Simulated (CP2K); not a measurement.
Runs of CP2K 2026.2 on MoS2. The structure is trigonal, space group R-3m (No. 166). Conventional cell: a = 3.171 Å, b = 3.171 Å, c = 18.345 Å, α = 90.00°, β = 90.00°, γ = 120.00°. Around Mo (site symmetry -3m) lie 6 S at 2.39 Å. S (site symmetry 3m) has 3 Mo at 2.39 Å as nearest neighbours. Measurements of this composition are mostly on another form, of space group No. 194.

| task | level | potentials or basis | cell | k mesh | smearing | EPS_DEFAULT | k points reduced by the point group | NGRIDS | points a segment of the path (NPOINTS) | bands added on the path | gap on the mesh (eV) | pressure (GPa) | largest force (eV/Å) |
| --- | --- | --- | --- | --- | --- | --- | --- | --- | --- | --- | --- | --- | --- |
| band structure | SCAN | POTENTIAL_UZH Mo GTH-SCAN-q14, S GTH-SCAN-q6; TZVP-MOLOPT-SCAN-GTH basis | as given | 10 × 10 × 10 | fermi-dirac 0.05 eV | 1.0E-10 | yes | 4 | 6 | 6 | none | (b) | 1.00 |
| relaxation of cell and atoms | LDA | GTH_POTENTIALS Mo GTH-PADE-q14, S GTH-PADE-q6; TZVP-MOLOPT-PBE-GTH basis | relaxed | 8 × 8 × 8 | fermi-dirac 0.01 eV | 1.0E-9 | - | 5 | - | - | none | 0.0 | - |
| band structure | TASK | POTENTIAL_UZH Mo GTH-SCAN-q14, S GTH-SCAN-q6; TZVP-MOLOPT-SCAN-GTH basis | as given | 10 × 10 × 10 | fermi-dirac 0.05 eV | 1.0E-10 | yes | 5 | 10 | 2 | none | 13.7 | (a) |
| band structure | r2SCAN | POTENTIAL_UZH Mo GTH-SCAN-q14, S GTH-SCAN-q6; TZVP-MOLOPT-SCAN-GTH basis | as given | 10 × 10 × 10 | fermi-dirac 0.01 eV | 1.0E-10 | yes | 4 | 8 | 2 | none | 8.4 | 0.98 |

Alike in all rows: no spin polarisation.

**Question.** Estimate the missing entries.

**Answer.** (a) 0.75; (b) 7.7.

Caveats: the basis of atomic orbitals isn't converged, which shifts pressures, moduli and gaps; the cell's inner coordinates are idealised or old, which leaves forces on the atoms (some runs); the potentials were made for another functional, which shifts forces and pressure (some runs).

A k mesh can miss the band edges, and the runs leave out spin-orbit coupling on Mo.

A gap of «none» marks a metal or a gap under the smearing width.

Not every run made on this cell is shown here.
